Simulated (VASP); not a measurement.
Level of theory: revTPSS meta-GGA, VASP's PBE PAW potentials (set 64) (plane waves; VASP 6.6.1).

A VASP calculation is set up with these files.

KPOINTS:
```
Automatic mesh
0
G
5 5 7
0 0 0
```

**INCAR**
```
NELM = 100   ! most electronic steps
NSW = 30   ! most ionic steps
ENCUT = 520   ! plane-wave cut-off (eV)
EDIFFG = -0.01
ISMEAR = 0   ! Gaussian
EDIFF = 1E-7   ! SCF stop (eV)
LCHARG = .FALSE.
LASPH = .TRUE.   ! aspherical one-centre terms
LREAL = .FALSE.   ! projection in real space or not
SYSTEM = MgF2
LWAVE = .FALSE.
PREC = Accurate
ALGO = Normal   ! blocked Davidson
LMIXTAU = .TRUE.
IBRION = 2
SIGMA = 0.05   ! width (eV)
ISIF = 4
METAGGA = RTPSS
```

File POSCAR:
```
MgF2
1
    4.6850473858     0.0000000000     0.0000000000
    0.0000000000     4.6850473858     0.0000000000
    0.0000000000     0.0000000000     3.0959037437
Mg F
2 4
Direct
  0.0000000000   0.0000000000   0.0000000000
  0.5000000000   0.5000000000   0.5000000000
  0.3029513024   0.3029513024   0.0000000000
  0.8029513024   0.1970486976   0.5000000000
  0.1970486976   0.8029513024   0.5000000000
  0.6970486976   0.6970486976   1.0000000000
```

POTCAR, in this order: Mg F (PBE.64 set). Program: vasp_std.

The run wrote:

### OSZICAR
```
       N       E                     dE             d eps       ncg     rms          rms(c)
DAV:   1     0.230929431326E+03    0.23093E+03   -0.18434E+04  1008   0.155E+03
DAV:   2    -0.298730397682E+02   -0.26080E+03   -0.24975E+03  1316   0.442E+02
DAV:   3    -0.438714137719E+02   -0.13998E+02   -0.13948E+02  1136   0.101E+02
DAV:   4    -0.440163290535E+02   -0.14492E+00   -0.14477E+00  1112   0.125E+01
DAV:   5    -0.440180051706E+02   -0.16761E-02   -0.16759E-02  1096   0.128E+00    0.850E+00
DAV:   6    -0.384799392226E+02    0.55381E+01   -0.11037E+02   960   0.151E+02    0.576E+00
DAV:   7    -0.408566852161E+02   -0.23767E+01   -0.18449E+00  1068   0.132E+01    0.380E+00
DAV:   8    -0.426987508169E+02   -0.18421E+01   -0.20092E+01  1132   0.332E+01    0.948E+00
DAV:   9    -0.407521121468E+02    0.19466E+01   -0.97678E+00  1136   0.250E+01    0.118E+00
DAV:  10    -0.408476162799E+02   -0.95504E-01   -0.45343E-01  1028   0.617E+00    0.142E+00
DAV:  11    -0.408371177227E+02    0.10499E-01   -0.13852E-01   992   0.352E+00    0.288E-01
DAV:  12    -0.408758431673E+02   -0.38725E-01   -0.40521E-02   976   0.182E+00    0.241E-01
DAV:  13    -0.408803291766E+02   -0.44860E-02   -0.48153E-03  1080   0.641E-01    0.777E-02
DAV:  14    -0.408803607116E+02   -0.31535E-04   -0.12650E-03  1036   0.269E-01    0.284E-02
DAV:  15    -0.408802958025E+02    0.64909E-04   -0.10860E-04  1048   0.925E-02    0.325E-03
DAV:  16    -0.408804225610E+02   -0.12676E-03   -0.26189E-05   972   0.712E-02    0.187E-03
DAV:  17    -0.408804262163E+02   -0.36553E-05   -0.16025E-06  1040   0.163E-02    0.100E-03
DAV:  18    -0.408804261856E+02    0.30721E-07   -0.15823E-07   688   0.517E-03
   1 F= -.40880426E+02 E0= -.40880426E+02  d E =-.408804E+02
       N       E                     dE             d eps       ncg     rms          rms(c)
DAV:   1    -0.408790823925E+02    0.13438E-02   -0.27408E-01   960   0.502E+00    0.138E-01
DAV:   2    -0.408808106561E+02   -0.17283E-02   -0.99047E-03  1084   0.980E-01    0.840E-02
DAV:   3    -0.408811035885E+02   -0.29293E-03   -0.28694E-04  1060   0.180E-01    0.437E-02
DAV:   4    -0.408809858096E+02    0.11778E-03   -0.67952E-05  1048   0.140E-01    0.331E-03
DAV:   5    -0.408810513981E+02   -0.65588E-04   -0.10101E-04   968   0.121E-01    0.658E-03
DAV:   6    -0.408810867869E+02   -0.35389E-04   -0.57293E-06  1048   0.260E-02    0.330E-03
DAV:   7    -0.408810919484E+02   -0.51615E-05   -0.89418E-07  1052   0.118E-02    0.185E-03
DAV:   8    -0.408810955779E+02   -0.36295E-05   -0.37960E-06   968   0.218E-02    0.872E-04
DAV:   9    -0.408810955721E+02    0.57780E-08   -0.21050E-08   524   0.151E-03
   2 F= -.40881096E+02 E0= -.40881096E+02  d E =-.669387E-03
       N       E                     dE             d eps       ncg     rms          rms(c)
DAV:   1    -0.408787192160E+02    0.23764E-02   -0.34811E-01   960   0.565E+00    0.155E-01
DAV:   2    -0.408809191727E+02   -0.22000E-02   -0.12611E-02  1092   0.111E+00    0.948E-02
DAV:   3    -0.408812879849E+02   -0.36881E-03   -0.36182E-04  1060   0.202E-01    0.493E-02
DAV:   4    -0.408811412118E+02    0.14677E-03   -0.84900E-05  1048   0.157E-01    0.371E-03
DAV:   5    -0.408812191075E+02   -0.77896E-04   -0.12630E-04   968   0.136E-01    0.745E-03
DAV:   6    -0.408812657573E+02   -0.46650E-04   -0.77154E-06  1040   0.301E-02    0.368E-03
DAV:   7    -0.408812717943E+02   -0.60370E-05   -0.10291E-06  1052   0.127E-02    0.212E-03
DAV:   8    -0.408812766619E+02   -0.48676E-05   -0.49158E-06   968   0.248E-02    0.982E-04
DAV:   9    -0.408812766537E+02    0.82082E-08   -0.27846E-08   576   0.172E-03
   3 F= -.40881277E+02 E0= -.40881277E+02  d E =-.850468E-03
```

OUTCAR:
```
------------------------ aborting loop because EDIFF is reached ----------------------------------------
  FORCE on cell =-STRESS in cart. coord.  units (eV):
  Direction    XX          YY          ZZ          XY          YZ          ZX
  --------------------------------------------------------------------------------------
  Total       -1.1883794     -1.1883794     -1.1577108     -0.0000000      0.0000000      0.0000000
  in kB      -28.0188472    -28.0188472    -27.2957632     -0.0000000      0.0000000      0.0000000
  external PRESSURE =     -27.7778192 kB  Pullay stress =       0.0000000 kB
  volume of cell :       67.95
      direct lattice vectors                 reciprocal lattice vectors
     4.690556700  0.000000000  0.000000000     0.213194310  0.000000000  0.000000000
     0.000000000  4.690556700  0.000000000    -0.000000000  0.213194310  0.000000000
     0.000000000  0.000000000  3.088635400     0.000000000  0.000000000  0.323767577
 POSITION                                       TOTAL-FORCE (eV/Angst)
 -----------------------------------------------------------------------------------
      0.00000      0.00000      0.00000         0.000000      0.000000      0.000000
      2.34528      2.34528      1.54432         0.000000      0.000000      0.000000
      1.42532      1.42532      0.00000        -0.003676     -0.003676      0.000000
      3.77060      0.91996      1.54432        -0.003676      0.003676      0.000000
      0.91996      3.77060      1.54432         0.003676     -0.003676      0.000000
      3.26524      3.26524      0.00000         0.003676      0.003676     -0.000000
 -----------------------------------------------------------------------------------
    total drift:                                0.000000     -0.000000      0.000000
  FREE ENERGIE OF THE ION-ELECTRON SYSTEM (eV)
  ---------------------------------------------------
  free  energy   TOTEN  =       -40.8812766537 eV

  energy  without entropy=      -40.8812766537  energy(sigma->0) =      -40.88127665

 reached required accuracy - stopping structural energy minimisation
```
(Selected blocks of OUTCAR.)

### CONTCAR
```
MgF2
   1.00000000000000
     4.6905567000823991    0.0000000000000000    0.0000000000000000
     0.0000000000000000    4.6905567000823991    0.0000000000000000
     0.0000000000000000    0.0000000000000000    3.0886353996540761
  Mg              F
     2     4
Direct
     0.0000000000000000    0.0000000000000000    0.0000000000000000
     0.5000000000000000    0.5000000000000000    0.5000000000000000
     0.3038696881024214    0.3038696881024214    0.0000000000000000
     0.8038696881024214    0.1961303118975786    0.5000000000000000
     0.1961303118975786    0.8038696881024214    0.5000000000000000
     0.6961303118975786    0.6961303118975786    0.0000000000000000
```

The compound is MgF2 in the rutile structure. This cell is one point of a volume scan, at 1.03 of the reference volume. Symmetry was kept, so distortions that lower it aren't found.
